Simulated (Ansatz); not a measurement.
A nudged elastic band was laid between two geometries of a periodic cell of 35 atoms, Si₁₂O₂₃ (host SiO2, host structure P6_222, one O atom removed), cell charge -2.

Computed with Ansatz, DFT PBE-D3(BJ), scalar-relativistic, plane waves, PAW. Settings: PAW set soft_1, cutoff 420 eV, k mesh 2x2x2, gaussian smearing 0.02 eV, no spin polarisation.

```
movable images  : 5
climbing image  : yes
spring          : 5.0 eV/Å²
optimiser       : quadratic models (default)
start path      : straight line
force threshold : 0.03 eV/Å
iteration limit : 80
end points      : relaxed
```

First end point:

```xyz
35
Lattice="-2.4986 4.3277 5.4571 4.9972 0.0000 5.4571 4.9972 8.6554 0.0000" Properties=species:S:1:pos:R:3
Si -0.024 4.340 5.394
Si 1.367 2.283 1.776
Si 3.785 10.713 3.562
O -0.962 5.477 6.064
O 0.147 1.783 2.738
O 5.988 3.691 6.499
O 2.701 2.455 2.651
O -0.992 3.334 4.555
Si 2.436 8.702 5.542
Si 3.891 6.830 1.794
Si 1.323 6.495 3.661
O 1.579 9.845 6.280
O 2.704 6.393 2.845
O 5.740 5.069 4.173
O 8.471 8.079 6.311
O 5.220 7.162 2.659
O 1.422 7.683 4.774
Si 4.954 4.351 5.379
Si 3.718 6.477 7.354
Si 3.706 1.793 3.886
O 3.950 5.331 6.230
O 2.619 5.925 8.407
O 1.050 5.060 4.395
O 3.267 7.862 6.632
O 5.072 6.837 8.171
O 4.008 3.179 4.793
Si 7.293 8.452 5.088
Si 6.205 10.736 7.157
Si 6.379 6.639 3.798
O 6.441 9.716 5.929
O 5.074 10.258 8.211
O 3.437 9.391 4.449
O 0.804 3.545 6.522
O 7.593 11.039 7.986
O 6.117 7.187 5.398
```

Last end point:

```xyz
35
Lattice="-2.4986 4.3277 5.4571 4.9972 0.0000 5.4571 4.9972 8.6554 0.0000" Properties=species:S:1:pos:R:3
Si -0.051 4.351 5.512
Si 1.366 2.351 1.878
Si 3.873 10.689 3.707
O -0.973 5.460 6.240
O 0.314 1.776 3.015
O 5.680 3.600 6.579
O 2.767 2.711 2.593
O -1.023 3.245 4.798
Si 2.379 8.611 5.494
Si 3.818 6.620 1.784
Si 1.203 6.417 3.575
O 1.436 9.814 6.083
O 2.638 6.204 2.813
O 5.948 4.976 4.400
O 8.476 8.038 6.518
O 5.232 6.804 2.560
O 1.393 7.632 4.650
Si 4.718 4.170 5.301
Si 3.489 6.299 7.318
Si 3.962 2.424 3.820
O 4.026 5.567 5.890
O 1.049 5.121 9.705
O 0.904 5.033 4.397
O 3.168 7.879 6.666
O 5.017 6.747 8.020
O 3.303 3.196 5.234
Si 7.584 8.725 5.317
Si 6.382 10.861 7.225
Si 6.379 6.300 3.628
O 6.532 9.732 6.066
O 5.255 10.299 8.261
O 3.437 9.309 4.443
O 0.825 3.611 6.652
O 7.750 11.096 8.065
O 6.675 7.576 4.607
```

Problem. Which bonds break or form, and what moves?

Solution. Contacts lost: Si19–O22, Si27–Si29. Contacts made: Si18–Si20, O22–Si27. The atom that moves furthest is O22, by 2.19 Å; four of its nearest neighbours are Si19 1.62, Si20 1.71, O7 2.58, O21 2.62 Å at the first end and Si27 1.61, Si20 1.74, O26 2.61, O7 2.65 Å at the last.

Problem. What energy profile does the band end with?

Solution. The calculation hadn't finished when its time ran out. The highest image is number 5 of 0 to 6, 1.55 eV above the first end and 1.39 eV above the last; the last end lies 0.16 eV above the first. The band didn't meet its force threshold, so its energies are provisional: the largest band force was still 0.04 eV/Å, and over the last iterations the top stayed at 1.55 eV. Neighbouring images lie up to 2.1 Å apart, so the band is torn or far too coarse. Limits of this set-up: no spin, though dangling bonds at a vacancy may carry it, a small cell, in which the defect meets its images, charged cell in a uniform background, uncorrected.

```csv
image,path coordinate (Å),energy (eV),Si19–O22 (Å),Si27–Si29 (Å),Si18–Si20 (Å)
0,0.00,0.00,1.62,2.41,3.21
1,1.63,0.56,1.62,2.85,3.05
2,3.26,0.49,2.63,3.18,3.24
3,4.89,0.38,2.84,3.07,3.20
4,6.52,0.50,3.11,3.01,3.19
5,8.16,1.55,3.98,2.67,3.14
6,10.26,0.16,3.61,3.19,2.41
```

The run took 73 min on 4 threads of Arm Neoverse V2, with other jobs on the host, peak memory 3.6 GiB.
